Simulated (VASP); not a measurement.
# NaCl (Fm-3m) in VASP: settings compared, part 3 of 3

VASP 6.6.1. The steps go on from the part before.

## 6. EvGW0 quasiparticle levels, PBE

POSCAR

```
NaCl
1.0
    0.0000000000      2.7940632177      2.7940632177
    2.7940632177      0.0000000000      2.7940632177
    2.7940632177      2.7940632177      0.0000000000
Cl Na
1 1
Direct
    0.5000000000      0.5000000000      0.5000000000
    0.0000000000      0.0000000000      0.0000000000
```

INCAR.step1

```
SYSTEM = NaCl
PREC = Accurate ; ENCUT = 500
EDIFF = 1E-8 ; ISMEAR = 0
SIGMA = 0.01 ; LREAL = .False.
LASPH = .True. ; NELM = 80
ALGO = Fast ; LWAVE = .True.
LCHARG = .False. ; GGA = PE
KPAR = 4
```

INCAR.step2

```
SYSTEM = NaCl
PREC = Accurate ; ENCUT = 500
EDIFF = 1E-8 ; ISMEAR = 0
SIGMA = 0.01 ; LREAL = .False.
LASPH = .True. ; NELM = 1
ALGO = Exact ; LWAVE = .True.
LCHARG = .False. ; GGA = PE
NBANDS = 288 ; LOPTICS = .True.
ISTART = 1 ; KPAR = 4
```

INCAR.step3

```
SYSTEM = NaCl
PREC = Accurate ; ENCUT = 500
EDIFF = 1E-8 ; ISMEAR = 0
SIGMA = 0.01 ; LREAL = .False.
LASPH = .True. ; ALGO = EVGW0
LWAVE = .False. ; LCHARG = .False.
GGA = PE ; NELMGW = 4
NBANDS = 288 ; ENCUTGW = 200
NOMEGA = 50 ; PRECFOCK = Fast
ISTART = 1 ; NBANDSGW = 16
KPAR = 4
```

KPOINTS

```
Automatic mesh
0
Gamma
  4 4 4
  0 0 0
```

Potentials or basis: VASP PAW PBE potentials, release 64 (Cl_GW, Na_sv_GW).

Command:

```bash
$ cat potpaw_PBE.64/Cl_GW/POTCAR potpaw_PBE.64/Na_sv_GW/POTCAR > POTCAR
$ cp INCAR.step1 INCAR
$ mpirun -np 4 vasp_std > vasp.out
$ cp INCAR.step2 INCAR
$ mpirun -np 4 vasp_std > vasp.out
$ cp INCAR.step3 INCAR
$ mpirun -np 4 vasp_std > vasp.out
```

OUTCAR:

```text
SYSTEM = NaCl
   PREC = Accurate
   ENCUT = 500
   EDIFF = 1E-8
   ISMEAR = 0
   LREAL = .False.
   LASPH = .True.
   GGA = PE
   NELMGW = 4
   ENCUTGW = 200
   PRECFOCK = Fast
   ISTART = 1

 ion  position               nearest neighbor table
   1  0.500  0.500  0.500-
   2  0.000  0.000  0.000-

  LATTYP: Found a face centered cubic cell.
 ALAT       =     5.5881264354

  Lattice vectors:

 A1 = (   0.0000000000,   2.7940632177,   2.7940632177)
 A2 = (   2.7940632177,   0.0000000000,   2.7940632177)
 A3 = (   2.7940632177,   2.7940632177,   0.0000000000)

Analysis of symmetry for initial positions (statically):
=====================================================================
 Subroutine PRICEL returns:
 Original cell was already a primitive cell.

 Routine SETGRP: Setting up the symmetry group for a
 face centered cubic supercell.

 Subroutine GETGRP returns: Found 48 space group operations
 (whereof 48 operations were pure point group operations)
 out of a pool of 48 trial point group operations.

The static configuration has the point symmetry O_h .

Analysis of symmetry for dynamics (positions and initial velocities):
=====================================================================
 Subroutine PRICEL returns:
 Original cell was already a primitive cell.

 Routine SETGRP: Setting up the symmetry group for a
 face centered cubic supercell.

 Subroutine GETGRP returns: Found 48 space group operations
 (whereof 48 operations were pure point group operations)
 out of a pool of 48 trial point group operations.

The dynamic configuration has the point symmetry O_h .

 Subroutine INISYM returns: Found 48 space group operations
 (whereof 48 operations are pure point group operations),
 and found     1 'primitive' translations

----------------------------------------------------------------------------------------

                                     Primitive cell

  volume of cell :      43.6253

  direct lattice vectors                    reciprocal lattice vectors
     0.000000000  2.794063218  2.794063218    -0.178950854  0.178950854  0.178950854
     2.794063218  0.000000000  2.794063218     0.178950854 -0.178950854  0.178950854
     2.794063218  2.794063218  0.000000000     0.178950854  0.178950854 -0.178950854

  length of vectors
     3.951402097  3.951402097  3.951402097     0.309951972  0.309951972  0.309951972

  position of ions in fractional coordinates (direct lattice)
     0.500000000  0.500000000  0.500000000
     0.000000000  0.000000000  0.000000000

  ion indices of the primitive-cell ions
   primitive index   ion index
                 1           1
                 2           2

----------------------------------------------------------------------------------------

 KPOINTS: Automatic mesh

Automatic generation of k-mesh.
 Grid dimensions read from file:
 generate k-points for:    4    4    4

 Generating k-lattice:

  Cartesian coordinates                     Fractional coordinates (reciprocal lattice)
    -0.044737714  0.044737714  0.044737714     0.250000000  0.000000000  0.000000000
     0.044737714 -0.044737714  0.044737714     0.000000000  0.250000000  0.000000000
     0.044737714  0.044737714 -0.044737714     0.000000000  0.000000000  0.250000000

  Length of vectors
     0.077487993  0.077487993  0.077487993

  Shift w.r.t. Gamma in fractional coordinates (k-lattice)
     0.000000000  0.000000000  0.000000000

 Subroutine IBZKPT returns following result:
 ===========================================

 Found      8 irreducible k-points:

 Following reciprocal coordinates:
            Coordinates               Weight
  0.000000  0.000000  0.000000      1.000000
  0.250000  0.000000  0.000000      8.000000
  0.500000  0.000000  0.000000      4.000000
  0.250000  0.250000  0.000000      6.000000
  0.500000  0.250000  0.000000     24.000000
 -0.250000  0.250000  0.000000     12.000000
  0.500000  0.500000  0.000000      3.000000
 -0.250000  0.500000  0.250000      6.000000
   k-points           NKPTS =      8   k-points in BZ     NKDIM =     64   number of bands    NBANDS=    288
   number of dos      NEDOS =    301   number of ions     NIONS =      2
   total plane-waves  NPLWV =  27000
   dimension x,y,z NGX =    30 NGY =   30 NGZ =   30
   dimension x,y,z NGXF=    60 NGYF=   60 NGZF=   60
   ions per type =               1   1
   NGX,Y,Z   is equivalent  to a cutoff of  12.62, 12.62, 12.62 a.u.
   NGXF,Y,Z  is equivalent  to a cutoff of  25.24, 25.24, 25.24 a.u.
 SYSTEM =  NaCl
   PREC   = accura    normal or accurate (medium, high low for compatibility)
   ISTART =      1    job   : 0-new  1-cont  2-samecut
   ICHARG =      0    charge: 1-file 2-atom 10-const
   ISPIN  =      1    spin polarized calculation?
   LNONCOLLINEAR =      F non collinear calculations
   LSORBIT =      F    spin-orbit coupling
   LASPH  =      T    aspherical Exc in radial PAW
   ENCUT  =  500.0 eV  36.75 Ry    6.06 a.u.   7.20  7.20  7.20*2*pi/ulx,y,z
   NELM   =     60;   NELMIN=  2; NELMDL=  0     # of ELM steps
   EDIFF  = 0.1E-07   stopping-criterion for ELM
   LREAL  =      F    real-space projection
   EDIFFG = 0.1E-06   stopping-criterion for IOM
   NSW    =      0    number of steps for IOM
   IBRION =     -1    ionic relax: 0-MD 1-quasi-New 2-CG
   NFREE  =      0    steps in history (QN), initial steepest desc. (CG)
   ISIF   =      0    stress and relaxation
   ISYM   =      3    0-nonsym 1-usesym 2-fastsym
   POTIM  = 0.5000    time-step for ionic-motion
   TEBEG  =    0.0;   TEEND  =   0.0 temperature during run
   PSTRESS=    0.0 pullay stress
   NELECT =      16.0000    total number of electrons
   NUPDOWN=      -1.0000    fix difference up-down
   EMIN   =  10.00;   EMAX   =-10.00  energy-range for DOS
   EFERMI =   0.00;   METHOD = LEGACY
   ISMEAR =     0;   SIGMA  =   0.01  broadening in eV -4-tet -1-fermi 0-gaus
   EFERMI_NEDOS =   21; number of points for ismear=-14 and -15
   IALGO  =     38    algorithm
   IMIX   =      4    mixing-type and parameters
     AMIX     =   0.40;   BMIX     =  1.00
     AMIX_MAG =   1.60;   BMIX_MAG =  1.00
  volume/ion in A,a.u.               =      21.81       147.20
  Fermi-wavevector in a.u.,A,eV,Ry     =   1.171841  2.214458 18.683667  1.373211
  Thomas-Fermi vector in A             =   2.308278
   LORBIT       =      0    0 simple, 1 ext, 2 COOP (PROOUT), +10 PAW based schemes
   GGA     = PE    functional components
   LHFCALC =     T    Hartree Fock is set to
   PRECFOCK=fast      Normal, Fast or Accurate (Low or Medium for compatibility)
   ENCUT4O =  -1.0   cutoff for four orbital integrals eV
   NKREDX  =     1    reduce k-point grid by
   NKREDY  =     1    reduce k-point grid by
   NKREDZ  =     1    reduce k-point grid by
   AEXX    =    1.0000 exact exchange contribution
   HFSCREEN=    0.0000 screening length (either q_TF or 0.3 A-1)
   HFSCREENC=   0.0000 screening length for correlation (either q_TF or 0.3 A-1)
   ENCUTFOCK=  -1.0 apply spherical cutoff to Coloumb kernel
   IVDW    =     0    specifies the selected vdW correction
   LEPSILON=     F    determine dielectric tensor
   LRPA    =     F    only Hartree local field effects (RPA)
   LRPAFORCE           =     F    calculate RPA forces
   ENCUTGW             = 200.0    cutoff for response function in eV
   ENCUTGWSOFT         = 160.0    soft cutoff for Coulomb kernel in GW response function in eV
   ENCUTLF             =  -1.0    cutoff for local field effects
   NELMGW              =     4    number of iterations in solving QP/BSE equation
   NELMHF              =     1    number of iterations in the inner HF iteration
   NKREDLFX            =     1    NKREDLFY  =   1   NKREDLFZ  =   1
 non-spin polarized calculation
 Gauss-broadening in eV      SIGMA  =   0.01
  energy-cutoff  :      500.00
  volume of cell :       43.63
 maximum number of plane-waves:      1124
 NGX is ok and might be reduce to    30
  NGX = 16; NGY = 16; NGZ = 16
   NGX = 15   NGY = 15   NGZ = 15
 maximum number of plane-waves:       290

 QP shifts <psi_nk| G(iteration)W_0 |psi_nk>: iteration 1
 for sc-GW calculations column KS-energies equals QP-energies in previous step
 and V_xc(KS)=  KS-energies - (<T + V_ion + V_H > + <T+V_H+V_ion>^1  + <V_x>^1)

 k-point   1 :       0.0000    0.0000    0.0000
  band No.  KS-energies  QP-energies   sigma(KS)   V_xc(KS)     V^pw_x(r,r')   Z            occupation Imag(sigma)

      1     -49.6072     -58.2264     -40.3865     -29.2757     -49.1358       0.7757       2.0000       0.5548
      2     -21.5434     -27.1802     -35.2673     -28.3189     -41.3626       0.8112       2.0000       0.2437
      3     -21.5434     -27.1802     -35.2673     -28.3189     -41.3626       0.8112       2.0000       0.2437
      4     -21.5434     -27.1802     -35.2673     -28.3189     -41.3626       0.8112       2.0000       0.2437
      5     -13.4971     -15.2237     -17.3723     -14.9568     -24.2398       0.7148       2.0000       1.6662
      6      -0.7752      -2.8989     -17.2317     -14.5648     -18.9340       0.7964       2.0000       0.1733
[... 8 lines left out ...]
     15      14.2371      14.6222      -4.8408      -5.3083      -0.9674       0.8240       0.0000      -0.4190
     16      16.6229      17.7904      -7.3459      -8.7688      -3.1347       0.8205       0.0000      -0.4662
[... 610 lines left out ...]
      1     -60.4500     -60.5174     -40.2099     -20.3276     -49.1379       0.7694       2.0000       0.6298
      2     -28.4172     -28.4574     -35.1740       6.7066     -41.3016       0.7999       2.0000       0.2490
      3     -28.4172     -28.4574     -35.1740       6.7066     -41.3016       0.7999       2.0000       0.2490
      4     -28.4081     -28.4484     -35.1785       6.7204     -41.3115       0.8049       2.0000       0.2578
      5     -15.3679     -15.3937     -17.8203       2.4166     -24.6037       0.7200       2.0000       1.4663
      6      -4.7378      -4.7494     -15.8944      11.1419     -17.9663       0.7941       2.0000       0.2208
[... 8 lines left out ...]
     15      17.1995      17.2010      -8.5521      25.7535      -4.0401       0.8149       0.0000      -0.4305
     16      18.0188      18.0205      -9.8619      27.8827      -5.0856       0.8032       0.0000      -0.4662
```

It took 5.4 min on 4 MPI ranks of Intel Xeon Platinum 8259CL at 2.50GHz (Skylake/Cascade Lake), shared host; peak memory 0.62 GiB.

What came out:

| Item | Value |
| --- | --- |
| Band gap on the k mesh, mean-field level | 5.22 eV, direct |
| Quasiparticle gap | 8.71 eV |
| Least direct quasiparticle gap | 8.71 eV |

Levels at points of the mesh, in eV from the valence-band top:
| k point | band 5 | band 6 | band 7 | band 8 | band 9 | band 10 | band 11 | band 12 |
| --- | --- | --- | --- | --- | --- | --- | --- | --- |
| (0.00, 0.00, 0.00) | -12.72 | 0.00 | 0.00 | 0.00 | 5.22 | 11.06 | 11.06 | 11.06 |
| (0.50, 0.00, 0.00) | -12.36 | -2.01 | -0.28 | -0.28 | 7.31 | 10.86 | 10.95 | 10.95 |
| (0.50, 0.50, 0.00) | -12.31 | -1.73 | -0.62 | -0.62 | 7.60 | 8.02 | 11.52 | 15.04 |

Quasiparticle gap after each update of the energies (eV): 8.20, 8.63, 8.70, 8.71

Caveat: the k mesh is coarse (spacing up to 0.49 Å⁻¹), so the values aren't converged; bands, screening cutoff and mesh are small and nothing is extrapolated, so the quasiparticle values aren't converged.

## 7. The reference run

An earlier run on the cell as given: functional PBE; potentials or basis VASP PAW PBE potentials, release 64 (Cl, Na_pv); cutoff 520 eV; k mesh 8 × 8 × 8; occupations fermi-dirac, width 0.05 eV; no spin polarisation.

* Pressure: 1.5 GPa
* Band gap on the k mesh: 5.22 eV, direct

## 8. Overview

```csv
task,level,potentials or basis,k mesh,cutoff (eV),smearing,ladder,grid for exact exchange (PRECFOCK),screening parameter,exchange at q = 0,share of exact exchange,mesh quality,gap on the mesh (eV),pressure (GPa)
band structure,HSE06,"VASP PAW PBE potentials, release 64 (Cl, Na_pv)",6 × 6 × 6,520,gaussian 0.02 eV,gaps,Fast,0.2 1/A,-,-,not flagged,6.61,1.0
band structure,HSE03,"VASP PAW PBE potentials, release 64 (Cl, Na_pv)",6 × 6 × 6,520,gaussian 0.02 eV,gaps,Fast,-,-,-,not flagged,6.35,1.0
band structure,PBE0,"VASP PAW PBE potentials, release 64 (Cl, Na_pv)",6 × 6 × 6,520,gaussian 0.02 eV,gaps,Fast,-,truncated,-,not flagged,7.31,0.9
band structure,r2SCAN-EpsX,"VASP PAW PBE potentials, release 64 (Cl, Na_pv)",6 × 6 × 6,520,gaussian 0.02 eV,gaps,Fast,-,truncated,0.3958,not flagged,8.82,-0.1
evGW0 quasiparticle levels,PBE,"VASP PAW PBE potentials, release 64 (Cl_GW, Na_sv_GW)",4 × 4 × 4,500,gaussian 0.01 eV,gaps,-,-,-,-,coarse,-,-
single point,PBE,"VASP PAW PBE potentials, release 64 (Cl, Na_pv)",8 × 8 × 8,520,fermi-dirac 0.05 eV,-,-,-,-,-,not flagged,5.22,1.5
```

Alike in all rows: no spin polarisation; cell as given.

Caveats: some runs use coarse meshes; the PAW data sets were made with another functional, which shifts forces and pressure a little (some runs); bands, screening cutoff and mesh are small and nothing is extrapolated, so the quasiparticle values aren't converged (some runs).

Absolute energies hang on the potentials; compare differences alone.
